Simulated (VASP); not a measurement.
# CdTe (F-43m) in VASP: single point with PBE

Aim: the single point of CdTe with PBE.

Program: VASP 6.6.1. These are calculated values, not measurements. Logs are shortened: lines on timing, memory, paths and dates and some standing lists are left out, and cuts for length are marked.

**Experimental background.**

A printed reference work, data compilation reports, for a bulk crystal of CdTe at 0 K: band gap 1.607 eV.

How close the calculation comes is told below.

## (1) The cell of the first run

It takes space group F-43m (No. 216, cubic). Conventional cell: a = 6.616 Å, b = 6.616 Å, c = 6.616 Å, α = 90.00°, β = 90.00°, γ = 90.00°. Cd (site symmetry -43m) has 4 Te at 2.86 Å within 3.8 Å. Within 3.8 Å of Te (site symmetry -43m) lie 4 Cd at 2.86 Å.

## (2) Single point, PBE

INCAR

```
ALGO = Normal
EDIFF = 1E-6
ENCUT = 500
GGA = PE
GGA_COMPAT = F
ISIF = 2
ISMEAR = 0
LASPH = T
LCHARG = F
LREAL = F
LWAVE = F
NBANDS = 16
NELM = 120
PREC = Accurate
SIGMA = 0.01
```

KPOINTS

```
k-points
0
Gamma
  6 6 6
```

POSCAR

```
CdTe
1.0
    0.0000000000      3.3081560095      3.3081560095
    3.3081560095      0.0000000000      3.3081560095
    3.3081560095      3.3081560095      0.0000000000
Cd Te
1 1
Direct
    0.0000000003      0.0000000003      0.0000000003
    0.2499999997      0.2499999997      0.2499999997
```

Potentials or basis: VASP PAW PBE potentials, release 64 (Cd, Te).

Started as:

```console
$ cat potpaw_PBE.64/Cd/POTCAR potpaw_PBE.64/Te/POTCAR > POTCAR
$ mpirun -np 1 vasp_std > vasp.out
```

OUTCAR:

```text
EDIFF = 1E-6
   ENCUT = 500
   GGA = PE
   ISIF = 2
   ISMEAR = 0
   LASPH = T
   LREAL = F
   NELM = 120
   PREC = Accurate

 ion  position               nearest neighbor table
   1  0.000  0.000  0.000-   2 2.86   2 2.86   2 2.86   2 2.86
   2  0.250  0.250  0.250-   1 2.86   1 2.86   1 2.86   1 2.86

  LATTYP: Found a face centered cubic cell.
 ALAT       =     6.6163120190

  Lattice vectors:

 A1 = (   0.0000000000,   3.3081560095,   3.3081560095)
 A2 = (   3.3081560095,   0.0000000000,   3.3081560095)
 A3 = (   3.3081560095,   3.3081560095,   0.0000000000)

Analysis of symmetry for initial positions (statically):
=====================================================================
 Subroutine PRICEL returns:
 Original cell was already a primitive cell.

 Routine SETGRP: Setting up the symmetry group for a
 face centered cubic supercell.

 Subroutine GETGRP returns: Found 24 space group operations
 (whereof 24 operations were pure point group operations)
 out of a pool of 48 trial point group operations.

The static configuration has the point symmetry T_d .

Analysis of symmetry for dynamics (positions and initial velocities):
=====================================================================
 Subroutine PRICEL returns:
 Original cell was already a primitive cell.

 Routine SETGRP: Setting up the symmetry group for a
 face centered cubic supercell.

 Subroutine GETGRP returns: Found 24 space group operations
 (whereof 24 operations were pure point group operations)
 out of a pool of 48 trial point group operations.

The dynamic configuration has the point symmetry T_d .

 Subroutine INISYM returns: Found 24 space group operations
 (whereof 24 operations are pure point group operations),
 and found     1 'primitive' translations

----------------------------------------------------------------------------------------

                                     Primitive cell

  volume of cell :      72.4082

  direct lattice vectors                    reciprocal lattice vectors
     0.000000000  3.308156010  3.308156010    -0.151141602  0.151141602  0.151141602
     3.308156010  0.000000000  3.308156010     0.151141602 -0.151141602  0.151141602
     3.308156010  3.308156010  0.000000000     0.151141602  0.151141602 -0.151141602

  length of vectors
     4.678439095  4.678439095  4.678439095     0.261784934  0.261784934  0.261784934

  position of ions in fractional coordinates (direct lattice)
     0.000000000  0.000000000  0.000000000
     0.250000000  0.250000000  0.250000000

[... 68 lines left out ...]
   LREAL  =      F    real-space projection
   EDIFFG = 0.1E-04   stopping-criterion for IOM
   NSW    =      0    number of steps for IOM
   IBRION =     -1    ionic relax: 0-MD 1-quasi-New 2-CG
   NFREE  =      0    steps in history (QN), initial steepest desc. (CG)
   ISIF   =      2    stress and relaxation
   ISYM   =      2    0-nonsym 1-usesym 2-fastsym
   POTIM  = 0.5000    time-step for ionic-motion
   TEBEG  =    0.0;   TEEND  =   0.0 temperature during run
   PSTRESS=    0.0 pullay stress
   NELECT =      18.0000    total number of electrons
   NUPDOWN=      -1.0000    fix difference up-down
   EMIN   =  10.00;   EMAX   =-10.00  energy-range for DOS
   EFERMI =   0.00;   METHOD = LEGACY
   ISMEAR =     0;   SIGMA  =   0.01  broadening in eV -4-tet -1-fermi 0-gaus
   EFERMI_NEDOS =   21; number of points for ismear=-14 and -15
   IALGO  =     38    algorithm
   IMIX   =      4    mixing-type and parameters
     AMIX     =   0.40;   BMIX     =  1.00
     AMIX_MAG =   1.60;   BMIX_MAG =  1.00
  volume/ion in A,a.u.               =      36.20       244.32
  Fermi-wavevector in a.u.,A,eV,Ry     =   1.029366  1.945219 14.416648  1.059594
  Thomas-Fermi vector in A             =   2.163410
   LORBIT       =      0    0 simple, 1 ext, 2 COOP (PROOUT), +10 PAW based schemes
   GGA     = PE    functional components
   LHFCALC =     F    Hartree Fock is set to
   AEXX    =    0.0000 exact exchange contribution
   IVDW    =     0    specifies the selected vdW correction
   LEPSILON=     F    determine dielectric tensor
   LRPA    =     F    only Hartree local field effects (RPA)
 non-spin polarized calculation
 Gauss-broadening in eV      SIGMA  =   0.01
  energy-cutoff  :      500.00
  volume of cell :       72.41
 maximum number of plane-waves:      1868
 NGX is ok and might be reduce to    36
   NGX = 17   NGY = 17   NGZ = 17

 number of electron      18.0000006 magnetization

 Free energy of the ion-electron system (eV)
  ---------------------------------------------------
  ext. energy  EPLUGINS =         0.00000000
  ---------------------------------------------------
  free energy    TOTEN  =        -4.80698293 eV

  energy without entropy =       -4.80698293  energy(sigma->0) =       -4.80698293

 E-fermi :   1.9062     XC(G=0):  -8.3113

 val. band max:        1.8074707051   @ k =   0.0000   0.0000   0.0000
 cond. band min:       2.3909834135   @ k =   0.0000   0.0000   0.0000
 fundamental gap:      0.5835127084
 Fermi energy:         1.9061586614

 k-point     1 :       0.0000    0.0000    0.0000
  band No.  band energies     occupation
      1      -9.0301      2.00000
      2      -6.2885      2.00000
      3      -6.2885      2.00000
      4      -6.2885      2.00000
      5      -6.0715      2.00000
      6      -6.0715      2.00000
[... 281 lines left out ...]
      3      -6.1769      2.00000
      4      -6.1096      2.00000
      5      -6.0600      2.00000
      6      -5.5985      2.00000
[... 8 lines left out ...]
     15      12.6196      0.00000
     16      12.9595      0.00000

------------------------ aborting loop because EDIFF is reached ----------------------------------------

  FORCE on cell =-STRESS in cart. coord.  units (eV):
  Direction    XX          YY          ZZ          XY          YZ          ZX
  --------------------------------------------------------------------------------------
  -------------------------------------------------------------------------------------
  Total        0.0709725      0.0709725      0.0709725     -0.0000000      0.0000000      0.0000000
  in kB        1.5704099      1.5704099      1.5704099     -0.0000000      0.0000000      0.0000000
  external PRESSURE =       1.5704099 kB  Pullay stress =       0.0000000 kB

 VOLUME and BASIS-vectors are now :
 -----------------------------------------------------------------------------
  energy-cutoff  :      500.00
  volume of cell :       72.41
      direct lattice vectors                 reciprocal lattice vectors
     0.000000000  3.308156010  3.308156010    -0.151141602  0.151141602  0.151141602
     3.308156010  0.000000000  3.308156010     0.151141602 -0.151141602  0.151141602
     3.308156010  3.308156010  0.000000000     0.151141602  0.151141602 -0.151141602

 POSITION                                       TOTAL-FORCE (eV/Angst)
 -----------------------------------------------------------------------------------
      0.00000      0.00000      0.00000        -0.000000     -0.000000     -0.000000
      1.65408      1.65408      1.65408         0.000000      0.000000      0.000000
 -----------------------------------------------------------------------------------
    total drift:                               -0.000000     -0.000000     -0.000000

  FREE ENERGIE OF THE ION-ELECTRON SYSTEM (eV)
  ---------------------------------------------------
  free  energy   TOTEN  =        -4.8069829310 eV

  energy  without entropy=       -4.8069829310  energy(sigma->0) =       -4.80698293
```

stdout:

```text
POSCAR found type information on POSCAR CdTe
 POSCAR found :  2 types and       2 ions
 scaLAPACK will be used
 LDA part: xc-table for (Slater+PW92), standard interpolation
 POSCAR, INCAR and KPOINTS ok, starting setup
 FFT: planning ... GRIDC
 FFT: planning ... GRID_SOFT
 FFT: planning ... GRID
 WAVECAR not read
 entering main loop
```

It took 12 s on 1 thread of AMD EPYC 9R45 (Zen 5), shared host; peak memory 0.18 GiB.

What came out:

```
Free energy            : -4.8070 eV
Pressure               : 0.2 GPa
Band gap on the k mesh : 0.58 eV
```

Levels at points of the mesh, in eV from the valence-band top:
```
           k point  band 5  band 6  band 7  band 8  band 9  band 10  band 11  band 12  band 13  band 14
(0.00, 0.00, 0.00)   -7.88   -7.88    0.00    0.00    0.00     0.58     4.64     4.64     4.64     7.38
(0.50, 0.00, 0.00)   -7.87   -7.57   -4.09   -0.69   -0.69     1.75     5.21     5.21     7.01     8.44
(0.50, 0.50, 0.00)   -7.85   -7.45   -4.02   -1.66   -1.66     2.67     2.74     8.52     8.82     8.82
```

Caveat: spin-orbit coupling is left out, which moves the levels of the heavy elements.

## (3) Comparison with measurements

Step 2. A measured gap of CdTe is 1.607 eV (0 K; a printed reference work, data compilation); the calculated 0.58 eV misses it by -1.02 eV. So large a miss can be the level of theory's own, or it may mean another phase, state or a wrong row. Spin-orbit coupling on Cd, Te is left out. The value is that of PBE, without temperature or zero-point motion. Semilocal functionals fall short of measured gaps as a rule.
